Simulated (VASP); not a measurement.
# CdS (Hawleyite) (F-43m) in VASP: notebook

The runs below take CdS (Hawleyite) through G0W0 quasiparticle levels, with PBE.

Program: VASP 6.6.1. These are calculated values, not measurements. Logs are shortened: lines on timing, memory, paths and dates and some standing lists are left out, and cuts for length are marked.

## (1) Starting point

The structure is cubic, space group F-43m (No. 216). Conventional cell: a = 5.833 Å, b = 5.833 Å, c = 5.833 Å, α = 90.00°, β = 90.00°, γ = 90.00°. Around Cd (site symmetry -43m) lie 4 S at 2.53 Å. S (site symmetry -43m) is surrounded by 4 Cd at 2.53 Å.

## (2) G0W0 quasiparticle levels, PBE

Contents of POSCAR:

```
CdS
1.0
    0.0000000000      2.9165000000      2.9165000000
    2.9165000000      0.0000000000      2.9165000000
    2.9165000000      2.9165000000      0.0000000000
Cd S
1 1
Direct
    0.0000000000      0.0000000000      0.0000000000
    0.7500000000      0.7500000000      0.7500000000
```

Contents of INCAR.step1:

```
PREC     = Accurate       # precision mode
ENCUT    = 450            # plane-wave cutoff, eV
EDIFF    = 1E-8           # SCF threshold, eV
ISMEAR   = 0              # smearing method
SIGMA    = 0.01           # smearing width, eV
LREAL    = F              # projectors in reciprocal space
LASPH    = T              # aspherical terms in the spheres
NELM     = 60             # most SCF steps
ALGO     = Normal         # electronic algorithm
LWAVE    = T              # write WAVECAR
LCHARG   = F              # write CHGCAR
GGA      = PE             # functional
```

Contents of INCAR.step2:

```
PREC     = Accurate       # precision mode
ENCUT    = 450            # plane-wave cutoff, eV
EDIFF    = 1E-8           # SCF threshold, eV
ISMEAR   = 0              # smearing method
SIGMA    = 0.01           # smearing width, eV
LREAL    = F              # projectors in reciprocal space
LASPH    = T              # aspherical terms in the spheres
NELM     = 1              # most SCF steps
ALGO     = Exact          # electronic algorithm
LWAVE    = T              # write WAVECAR
LCHARG   = F              # write CHGCAR
GGA      = PE             # functional
NBANDS   = 68             # bands
LOPTICS  = T              # frequency-dependent dielectric function
ISTART   = 1
```

Contents of INCAR.step3:

```
PREC     = Accurate       # precision mode
ENCUT    = 450            # plane-wave cutoff, eV
EDIFF    = 1E-8           # SCF threshold, eV
ISMEAR   = 0              # smearing method
SIGMA    = 0.01           # smearing width, eV
LREAL    = F              # projectors in reciprocal space
LASPH    = T              # aspherical terms in the spheres
ALGO     = EVGW0          # electronic algorithm
LWAVE    = F              # write WAVECAR
LCHARG   = F              # write CHGCAR
GGA      = PE             # functional
NELMGW   = 1            
NBANDS   = 68             # bands
ENCUTGW  = 100            # cutoff of the response function
NOMEGA   = 48             # frequency points
PRECFOCK = Fast         
ISTART   = 1            
NBANDSGW = 17
```

Contents of KPOINTS:

```
Automatic mesh
0
Gamma
  3 3 3
```

Potentials or basis: VASP PAW PBE potentials, release 64 (Cd_GW, S_GW).

Launch:

```
cat potpaw_PBE.64/Cd_GW/POTCAR potpaw_PBE.64/S_GW/POTCAR > POTCAR
cp INCAR.step1 INCAR
mpirun -np 1 vasp_std > vasp.out
cp INCAR.step2 INCAR
mpirun -np 1 vasp_std > vasp.out
cp INCAR.step3 INCAR
mpirun -np 1 vasp_std > vasp.out
```

OUTCAR:

```text
PREC = Accurate
   ENCUT = 450
   EDIFF = 1E-8
   ISMEAR = 0
   LREAL = F
   LASPH = T
   GGA = PE
   NELMGW = 1
   ENCUTGW = 100
   PRECFOCK = Fast
   ISTART = 1

 Found      4 irreducible k-points:

 Following reciprocal coordinates:
            Coordinates               Weight
  0.000000  0.000000  0.000000      1.000000
  0.333333  0.000000  0.000000      8.000000
  0.333333  0.333333  0.000000      6.000000
 -0.333333  0.333333  0.000000     12.000000
   k-points           NKPTS =      4   k-points in BZ     NKDIM =     27   number of bands    NBANDS=     68
   number of dos      NEDOS =    301   number of ions     NIONS =      2
   total plane-waves  NPLWV =  27000
   dimension x,y,z NGX =    30 NGY =   30 NGZ =   30
   dimension x,y,z NGXF=    60 NGYF=   60 NGZF=   60
   ions per type =               1   1
   NGX,Y,Z   is equivalent  to a cutoff of  12.09, 12.09, 12.09 a.u.
   NGXF,Y,Z  is equivalent  to a cutoff of  24.18, 24.18, 24.18 a.u.
 SYSTEM =  unknown system
   PREC   = accura    normal or accurate (medium, high low for compatibility)
   ISTART =      1    job   : 0-new  1-cont  2-samecut
   ICHARG =      0    charge: 1-file 2-atom 10-const
   ISPIN  =      1    spin polarized calculation?
   LNONCOLLINEAR =      F non collinear calculations
   LSORBIT =      F    spin-orbit coupling
   LASPH  =      T    aspherical Exc in radial PAW
   ENCUT  =  450.0 eV  33.07 Ry    5.75 a.u.   7.13  7.13  7.13*2*pi/ulx,y,z
   NELM   =     60;   NELMIN=  2; NELMDL=  0     # of ELM steps
   EDIFF  = 0.1E-07   stopping-criterion for ELM
   LREAL  =      F    real-space projection
   EDIFFG = 0.1E-06   stopping-criterion for IOM
   NSW    =      0    number of steps for IOM
   IBRION =     -1    ionic relax: 0-MD 1-quasi-New 2-CG
   NFREE  =      0    steps in history (QN), initial steepest desc. (CG)
   ISIF   =      0    stress and relaxation
   ISYM   =      3    0-nonsym 1-usesym 2-fastsym
   POTIM  = 0.5000    time-step for ionic-motion
   TEBEG  =    0.0;   TEEND  =   0.0 temperature during run
   PSTRESS=    0.0 pullay stress
   NELECT =      18.0000    total number of electrons
   NUPDOWN=      -1.0000    fix difference up-down
   EMIN   =  10.00;   EMAX   =-10.00  energy-range for DOS
   EFERMI =   0.00;   METHOD = LEGACY
   ISMEAR =     0;   SIGMA  =   0.01  broadening in eV -4-tet -1-fermi 0-gaus
   EFERMI_NEDOS =   21; number of points for ismear=-14 and -15
   IALGO  =     38    algorithm
   IMIX   =      4    mixing-type and parameters
     AMIX     =   0.40;   BMIX     =  1.00
     AMIX_MAG =   1.60;   BMIX_MAG =  1.00
  volume/ion in A,a.u.               =      24.81       167.41
  Fermi-wavevector in a.u.,A,eV,Ry     =   1.167599  2.206442 18.548649  1.363287
  Thomas-Fermi vector in A             =   2.304097
   LORBIT       =      0    0 simple, 1 ext, 2 COOP (PROOUT), +10 PAW based schemes
   GGA     = PE    functional components
   LHFCALC =     T    Hartree Fock is set to
   PRECFOCK=fast      Normal, Fast or Accurate (Low or Medium for compatibility)
   ENCUT4O =  -1.0   cutoff for four orbital integrals eV
   NKREDX  =     1    reduce k-point grid by
   NKREDY  =     1    reduce k-point grid by
   NKREDZ  =     1    reduce k-point grid by
   AEXX    =    1.0000 exact exchange contribution
   HFSCREEN=    0.0000 screening length (either q_TF or 0.3 A-1)
   HFSCREENC=   0.0000 screening length for correlation (either q_TF or 0.3 A-1)
   ENCUTFOCK=  -1.0 apply spherical cutoff to Coloumb kernel
   IVDW    =     0    specifies the selected vdW correction
   LEPSILON=     F    determine dielectric tensor
   LRPA    =     F    only Hartree local field effects (RPA)
   LRPAFORCE           =     F    calculate RPA forces
   ENCUTGW             = 100.0    cutoff for response function in eV
   ENCUTGWSOFT         =  80.0    soft cutoff for Coulomb kernel in GW response function in eV
   ENCUTLF             =  -1.0    cutoff for local field effects
   NELMGW              =     1    number of iterations in solving QP/BSE equation
   NELMHF              =     1    number of iterations in the inner HF iteration
   NKREDLFX            =     1    NKREDLFY  =   1   NKREDLFZ  =   1
 non-spin polarized calculation
 Gauss-broadening in eV      SIGMA  =   0.01
  energy-cutoff  :      450.00
  volume of cell :       49.62
 maximum number of plane-waves:      1089
 NGX is ok and might be reduce to    30
  NGX = 16; NGY = 16; NGZ = 16
   NGX = 15   NGY = 15   NGZ = 15
 maximum number of plane-waves:       116

 QP shifts <psi_nk| G(iteration)W_0 |psi_nk>: iteration 1
 for sc-GW calculations column KS-energies equals QP-energies in previous step
 and V_xc(KS)=  KS-energies - (<T + V_ion + V_H > + <T+V_H+V_ion>^1  + <V_x>^1)

 k-point   1 :       0.0000    0.0000    0.0000
  band No.  KS-energies  QP-energies   sigma(KS)   V_xc(KS)     V^pw_x(r,r')   Z            occupation Imag(sigma)

      1      -9.6269      -9.8101     -13.2806     -12.9919     -20.9027       0.6345       2.0000       1.2099
      2      -5.0684      -6.3382     -17.0249     -15.1709     -22.9360       0.6849       2.0000       0.3773
      3      -5.0684      -6.3382     -17.0249     -15.1709     -22.9360       0.6849       2.0000       0.3773
      4      -5.0684      -6.3382     -17.0249     -15.1709     -22.9360       0.6849       2.0000       0.3773
      5      -4.5976      -5.9590     -17.4576     -15.4962     -23.2435       0.6941       2.0000       0.3451
      6      -4.5976      -5.9590     -17.4576     -15.4962     -23.2435       0.6941       2.0000       0.3451
[... 9 lines left out ...]
     16      14.1407      14.2793      -7.7045      -7.8901      -2.3983       0.7471       0.0000      -0.3725
     17      15.9596      15.9457      -7.2344      -7.2158      -2.1079       0.7502       0.0000      -0.4792

 k-point   2 :       0.3333    0.0000    0.0000
  band No.  KS-energies  QP-energies   sigma(KS)   V_xc(KS)     V^pw_x(r,r')   Z            occupation Imag(sigma)

      1      -9.3038      -9.5002     -13.7307     -13.4191     -21.2667       0.6302       2.0000       1.1239
      2      -4.9703      -6.2531     -17.1133     -15.2474     -23.0090       0.6875       2.0000       0.3761
      3      -4.9703      -6.2531     -17.1133     -15.2474     -23.0090       0.6875       2.0000       0.3761
      4      -4.5971      -5.8389     -16.8416     -15.0455     -22.6116       0.6914       2.0000       0.3805
      5      -4.5807      -5.9431     -17.4762     -15.5178     -23.2754       0.6957       2.0000       0.3437
      6      -4.5807      -5.9431     -17.4762     -15.5178     -23.2754       0.6957       2.0000       0.3437
[... 9 lines left out ...]
     16      13.7010      14.2478      -9.2751     -10.0127      -4.4381       0.7413       0.0000      -0.2757
     17      18.3220      18.9669      -9.4314     -10.2802      -3.6687       0.7598       0.0000      -0.7732

 k-point   3 :       0.3333    0.3333    0.0000
  band No.  KS-energies  QP-energies   sigma(KS)   V_xc(KS)     V^pw_x(r,r')   Z            occupation Imag(sigma)

      1      -9.2013      -9.4055     -13.8850     -13.5609     -21.3927       0.6300       2.0000       1.0956
      2      -4.8462      -6.1379     -16.7840     -14.9175     -22.5267       0.6921       2.0000       0.3749
      3      -4.8208      -6.1208     -17.2911     -15.4114     -23.1891       0.6916       2.0000       0.3684
      4      -4.8208      -6.1208     -17.2911     -15.4114     -23.1891       0.6916       2.0000       0.3684
      5      -4.5327      -5.8997     -17.5280     -15.5674     -23.3312       0.6972       2.0000       0.3483
      6      -4.4825      -5.7553     -17.0510     -15.2174     -22.8132       0.6941       2.0000       0.3653
[... 9 lines left out ...]
     16      18.0285      18.2490      -7.8746      -8.1650      -2.5435       0.7591       0.0000      -0.6051
     17      18.1520      18.8831     -10.0226     -11.0075      -4.2656       0.7423       0.0000      -0.7404

 k-point   4 :      -0.3333    0.3333    0.0000
  band No.  KS-energies  QP-energies   sigma(KS)   V_xc(KS)     V^pw_x(r,r')   Z            occupation Imag(sigma)

      1      -9.0987      -9.3171     -14.0699     -13.7258     -21.5520       0.6348       2.0000       1.0673
      2      -4.8899      -6.1908     -17.0879     -15.2036     -22.9342       0.6904       2.0000       0.3736
      3      -4.8169      -6.1161     -17.2939     -15.4167     -23.1912       0.6921       2.0000       0.3686
      4      -4.6468      -6.0043     -17.3729     -15.4189     -23.1757       0.6947       2.0000       0.3508
      5      -4.5750      -5.9394     -17.4671     -15.5085     -23.2673       0.6966       2.0000       0.3478
      6      -4.0334      -5.2578     -17.3537     -15.5957     -23.1416       0.6965       2.0000       0.3604
[... 9 lines left out ...]
     16      17.1131      17.6907      -9.3796     -10.1620      -3.8311       0.7383       0.0000      -0.5677
     17      17.7266      18.4694     -10.0276     -11.0242      -4.1776       0.7452       0.0000      -0.7361
```

Run time: 32 s. Hardware: 1 thread of Intel Xeon 6975P-C (Granite Rapids), shared host; peak memory 0.31 GiB.

The run converged, but some of its settings lie outside the range that counts as converged, so its numbers aren't taken as properties of the crystal.

What came out:

* Band gap on the k mesh, mean-field level: 1.10 eV, direct
* Quasiparticle gap: 1.76 eV
* Least direct quasiparticle gap: 1.76 eV

Caveat: the k mesh is coarse (spacing up to 0.62 Å⁻¹), so the values aren't converged; bands, screening cutoff and mesh are small and nothing is extrapolated, so the quasiparticle values aren't converged.

## (3) G0W0 quasiparticle levels, PBE

POSCAR is that of step 2.

INCAR.step1 is that of step 2.

INCAR.step2: that of step 2 with these lines changed.

```diff
@@ -12,3 +12,3 @@
 GGA      = PE             # functional
-NBANDS   = 68             # bands
+NBANDS   = 38             # bands
 LOPTICS  = T              # frequency-dependent dielectric function
```

INCAR.step3: that of step 2 with these lines changed.

```diff
@@ -12,4 +12,4 @@
 NELMGW   = 1            
-NBANDS   = 68             # bands
-ENCUTGW  = 100            # cutoff of the response function
+NBANDS   = 38             # bands
+ENCUTGW  = 260            # cutoff of the response function
 NOMEGA   = 48             # frequency points
```

KPOINTS is that of step 2.

Potentials or basis: VASP PAW PBE potentials, release 64 (Cd_GW, S_GW).

Launch:

```
cat potpaw_PBE.64/Cd_GW/POTCAR potpaw_PBE.64/S_GW/POTCAR > POTCAR
cp INCAR.step1 INCAR
mpirun -np 1 vasp_std > vasp.out
cp INCAR.step2 INCAR
mpirun -np 1 vasp_std > vasp.out
cp INCAR.step3 INCAR
mpirun -np 1 vasp_std > vasp.out
```

OUTCAR:

```text
PREC = Accurate
   ENCUT = 450
   EDIFF = 1E-8
   ISMEAR = 0
   LREAL = F
   LASPH = T
   GGA = PE
   NELMGW = 1
   ENCUTGW = 260
   PRECFOCK = Fast
   ISTART = 1

 Found      4 irreducible k-points:

 Following reciprocal coordinates:
            Coordinates               Weight
  0.000000  0.000000  0.000000      1.000000
  0.333333  0.000000  0.000000      8.000000
  0.333333  0.333333  0.000000      6.000000
 -0.333333  0.333333  0.000000     12.000000
[... 60 lines left out ...]
   ENCUTLF             =  -1.0    cutoff for local field effects
   NELMGW              =     1    number of iterations in solving QP/BSE equation
   NELMHF              =     1    number of iterations in the inner HF iteration
   NKREDLFX            =     1    NKREDLFY  =   1   NKREDLFZ  =   1
 non-spin polarized calculation
 Gauss-broadening in eV      SIGMA  =   0.01
  energy-cutoff  :      450.00
  volume of cell :       49.62
 maximum number of plane-waves:      1089
 NGX is ok and might be reduce to    30
  NGX = 16; NGY = 16; NGZ = 16
   NGX = 15   NGY = 15   NGZ = 15
 maximum number of plane-waves:       474

 QP shifts <psi_nk| G(iteration)W_0 |psi_nk>: iteration 1
 for sc-GW calculations column KS-energies equals QP-energies in previous step
 and V_xc(KS)=  KS-energies - (<T + V_ion + V_H > + <T+V_H+V_ion>^1  + <V_x>^1)

 k-point   1 :       0.0000    0.0000    0.0000
  band No.  KS-energies  QP-energies   sigma(KS)   V_xc(KS)     V^pw_x(r,r')   Z            occupation Imag(sigma)

      1      -9.6269      -9.6836     -13.0822     -12.9919     -20.9027       0.6279       2.0000       1.2299
      2      -5.0684      -6.2201     -16.8315     -15.1709     -22.9360       0.6936       2.0000       0.2914
      3      -5.0684      -6.2201     -16.8315     -15.1709     -22.9360       0.6936       2.0000       0.2914
      4      -5.0684      -6.2201     -16.8315     -15.1709     -22.9360       0.6936       2.0000       0.2914
      5      -4.5976      -5.8328     -17.2516     -15.4962     -23.2435       0.7037       2.0000       0.2343
      6      -4.5976      -5.8328     -17.2516     -15.4962     -23.2435       0.7037       2.0000       0.2343
[... 59 lines left out ...]
      3      -4.8169      -5.9946     -17.0967     -15.4167     -23.1912       0.7010       2.0000       0.2788
      4      -4.6468      -5.8832     -17.1745     -15.4189     -23.1757       0.7043       2.0000       0.2468
      5      -4.5750      -5.8163     -17.2650     -15.5085     -23.2673       0.7067       2.0000       0.2372
      6      -4.0334      -5.1324     -17.1566     -15.5957     -23.1416       0.7040       2.0000       0.2715
[... 9 lines left out ...]
     16      17.1131      18.0483      -8.9063     -10.1620      -3.8311       0.7448       0.0000      -0.5850
     17      17.7266      18.8488      -9.5255     -11.0242      -4.1776       0.7488       0.0000      -0.7674
```

Wall time 46 s (1 thread of Intel Xeon 6975P-C (Granite Rapids), shared host); peak memory 0.5 GiB.

The run converged, but some of its settings lie outside the range that counts as converged, so its numbers aren't taken as properties of the crystal.

Results:

```
Band gap on the k mesh, mean-field level : 1.10 eV, direct
Quasiparticle gap                        : 1.78 eV
Least direct quasiparticle gap           : 1.78 eV
```

Caveat: the k mesh is coarse (spacing up to 0.62 Å⁻¹), so the values aren't converged; bands, screening cutoff and mesh are small and nothing is extrapolated, so the quasiparticle values aren't converged.

## (4) For comparison

An earlier run on the cell as given: functional PBE; potentials or basis VASP PAW PBE potentials, release 64 (Cd, S); cutoff 520 eV; k mesh 8 × 8 × 8; occupations fermi-dirac, width 0.05 eV; no spin polarisation.

* Pressure: 3.2 GPa
* Band gap on the k mesh: 1.15 eV, direct
